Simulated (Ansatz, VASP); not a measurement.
**Two plane-wave programs on Zr**

INCAR

```
PREC     = Accurate       # precision mode
ENCUT    = 600            # plane-wave cutoff, eV
EDIFF    = 1E-6           # SCF threshold, eV
ISMEAR   = 0              # smearing method
SIGMA    = 0.1            # smearing width, eV
LREAL    = F              # projectors in reciprocal space
LASPH    = T              # aspherical terms in the spheres
NELM     = 100            # most SCF steps
ALGO     = Normal         # electronic algorithm
ISIF     = 3              # what is computed and relaxed
LWAVE    = F              # write WAVECAR
LCHARG   = F              # write CHGCAR
GGA      = PE             # functional
IBRION   = 2              # ionic algorithm
NSW      = 100            # ionic steps
EDIFFG   = -0.002         # ionic threshold
```

The input KPOINTS:

```
Automatic mesh
0
Gamma
  12 12 14
```

Contents of POSCAR:

```
Zr
1.0
    5.0328000000      0.0000000000      0.0000000000
   -2.5164000000      4.3585326500      0.0000000000
    0.0000000000      0.0000000000      3.1324000000
Zr
3
Direct
    0.6666666700      0.3333333300      0.5000000000
    0.3333333300      0.6666666700      0.5000000000
    0.0000000000      0.0000000000      0.0000000000
```

Input for Ansatz:

```yaml
crystal:
  lattice:
    - [5.0328, 0.0, 0.0]
    - [-2.5164, 4.35853265, 0.0]
    - [0.0, 0.0, 3.1324]
  atoms:
    - { symbol: Zr, position: [0.66666667, 0.33333333, 0.5] }
    - { symbol: Zr, position: [0.33333333, 0.66666667, 0.5] }
    - { symbol: Zr, position: [0.0, 0.0, 0.0] }
basis:
  ecutwfc: 420
kpoints:
  mp_grid: { grid: [12, 12, 14] }
hamiltonian:
  xc: pbe
scf:
  occupations: { method: gaussian, width: 0.1 }
output:
  forces: true
  stress: true
  eigenvalues: true
relax:
  adjacent_minimum: "off"
  f_tol: 0.002
  max_steps: 80
  cell: { stress_tol: 0.02 }
```

The cell was built by a generator and needn't be a form met in nature.

Alike in both runs: task relaxation of cell and atoms; functional PBE; k mesh 12 × 12 × 14; occupations gaussian, width 0.1 eV; no spin polarisation.

|  | VASP | Ansatz |
| --- | --- | --- |
| version | VASP 6.6.1 | Ansatz 0.2.0 |
| potentials or method | VASP PAW PBE potentials, release 64 (Zr_sv) | scalar-relativistic, plane waves, PAW |
| plane-wave cutoff (eV) | 600 | 420 |
| valence electrons in the cell | 36 | 36 |

Ansatz gave:

- gap on the k mesh at the Fermi level, each at its own relaxed structure (eV): none
- relaxed volume (Å³/atom): 23.11
- relaxed cell length with the largest relative difference (Å): 3.149

Task: Which values does VASP return?

Result: gap on the k mesh at the Fermi level, each at its own relaxed structure (eV): none; relaxed volume (Å³/atom): 23.12; relaxed cell length with the largest relative difference (Å): 3.148.

A gap of «none» marks a metal or a gap that the smearing closes.
